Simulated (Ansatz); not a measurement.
# W in Ansatz: convergence with smearing width

Input of the first run (smearing width 0.3 eV); the others differ in this setting and in those tied to it:

The input input.yaml:

```yaml
crystal:
  lattice:
    - [2.809662, 0.0, 0.0]
    - [0.0, 4.86387, 0.0]
    - [0.0, 0.0, 4.923695]
  atoms:
    - { symbol: W, position: [0.793172, 0.936843, 0.75] }
    - { symbol: W, position: [0.206828, 0.436843, 0.75] }
    - { symbol: W, position: [0.206828, 0.063157, 0.25] }
    - { symbol: W, position: [0.793172, 0.563157, 0.25] }
hamiltonian:
  xc: pbesol
  pseudopotentials: { kind: paw_fr }
magnetization:
  noncollinear: true
  spin_orbit: true
kpoints:
  mp_grid: { grid: [8, 5, 5] }
scf:
  occupations: { method: gaussian, width: 0.3 }
output:
  forces: true
  stress: true
  eigenvalues: true
```

Potentials or basis: Ansatz PAW.

Command:

```console
$ ansatz run input.yaml --threads 2 --pin off --max-ram 5632MiB --backend cpu --events-out ev --progress --plain --runs-dir out
```

This isn't the form of W at room conditions, which is bcc.

Hardware: 2 threads of Intel(R) Xeon(R) Platinum 8488C (Sapphire Rapids), on a shared host.

Q: The values tried are 0.3 eV, 0.2 eV, 0.15 eV, 0.1 eV, 0.05 eV, 0.025 eV, 0.01 eV, 0.005 eV, loosest first. From which on does the largest force stay within 0.005 eV/Å of the tightest run that finished?

A: From 0.025 eV on.

```
smearing width  energy less the tightest run, at zero smearing (meV/atom)  pressure (GPa)  largest force (eV/Å)  SCF cycles  CPU time (s)  peak memory (GiB)
        0.3 eV                                                      -0.59          -10.07                 0.160           7            18               0.71
        0.2 eV                                                      -0.39          -10.11                 0.132           7            19                0.7
       0.15 eV                                                      -0.17          -10.14                 0.123           7            18               0.71
        0.1 eV                                                      -0.03          -10.17                 0.115           7            19                0.7
       0.05 eV                                                      -0.03          -10.20                 0.101           7            19               0.71
      0.025 eV                                                      -0.04          -10.20                 0.093           7            19                0.7
       0.01 eV                                                      -0.01          -10.19                 0.090           7            19               0.71
      0.005 eV                                                       0.00          -10.19                 0.091           7            19               0.71
```

Against the tightest run, the energy stays within 1 meV/atom from 0.3 eV on; the pressure stays within 0.1 GPa from 0.2 eV on. Narrower smearing needs a denser k mesh, so at a fixed mesh the narrowest width isn't the most accurate. The tightest run that finished is the yardstick and may itself not be fully converged.

Caveat, for the tightest run too: the PAW data sets come from PBE, with cores solved anew for the run's functional, which leaves a small shift of forces and pressure.
